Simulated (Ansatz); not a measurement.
## Computed properties of Hg

```
Hg
1.0
     4.54000    0.00000    0.00000
    -2.27000    3.93176    0.00000
     0.00000    0.00000    3.87000
Hg
3
Direct
  0.33333 0.66667 0.50000
  0.00000 0.00000 0.00000
  0.66667 0.33333 0.50000
```

Atom numbers follow the list: Hg1, Hg2, Hg3.

The cell comes from COD entry 1538509, which wasn't checked; take it as a given geometry.

Spin–orbit coupling is left out, though it moves levels of the heavy atoms by tenths of an eV or more.

These are results of Ansatz 0.2.0, DFT, PBE, all-electron LAPW, scalar-relativistic, not measurements.

Settings: a Γ-centred 8×8×9 k mesh, Fermi–Dirac smearing of 0.05 eV, basis error target 0.5 meV/atom, no spin polarisation.

```
Pressure at this cell : 13.08 GPa
Volume per atom       : 23.03 Å³
```

(1) Give the computed value. Band gap.

(2) Predict this quantity. Density of states at the Fermi level (0.2 eV bin).

(3) Give the computed value. Stress xx, yy, zz (compression positive).

Results:

(1) none: bands cross the Fermi level, a metal.

(2) 0.80 states/eV per cell.

(3) 17.84, 17.84, 3.58 GPa.
